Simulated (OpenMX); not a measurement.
Crystal: MgB2.

```xyz
3
Lattice="3.0850 0.0000 0.0000 -1.5425 2.6717 0.0000 0.0000 0.0000 3.5230" Properties=species:S:1:pos:R:3 pbc="T T T"
Mg    0.0000    0.0000    0.0000
B     1.5425    0.8906    1.7615
B     0.0000    1.7811    1.7615
```

| Item | Value |
| --- | --- |
| Program | OpenMX 3.8.5 |
| Task | single point |
| Functional | PBE |
| Potentials or basis | OpenMX 2013 PBE set, Mg7.0-s3p2d1, B7.0-s2p2d1, grid cutoff 500 Ry |
| k mesh | 11 × 11 × 9 |
| Occupations | fermi-dirac, width 0.05 eV |
| Spin | no spin polarisation |

On this cell: pressure -0.4 GPa; largest force 0.008 eV/Å; band gap on the k mesh none (metal or under the smearing width).

The same run follows on a disturbed copy (atoms moved at random, drawn with an rms of 0.05 Å):

```xyz
3
Lattice="3.0850 0.0000 0.0000 -1.5425 2.6717 0.0000 0.0000 0.0000 3.5230" Properties=species:S:1:pos:R:3 pbc="T T T"
Mg    0.0703   -0.0171   -0.0345
B     1.5536    0.8592    1.7323
B     0.0098    1.7804    1.7941
```

What changes?

The energy (extrapolated to zero smearing) moves by +12.0 meV/atom; pressure -0.1 GPa; largest force 0.752 eV/Å; band gap on the k mesh none (metal or under the smearing width).

Forces in eV/Å, atoms in the order of the input:
```
Mg  -0.330  0.006  0.251
B    0.156  0.246  0.432
B    0.173 -0.250 -0.688
```

Caveats: the basis of atomic orbitals isn't converged, which shifts pressures, moduli and gaps.
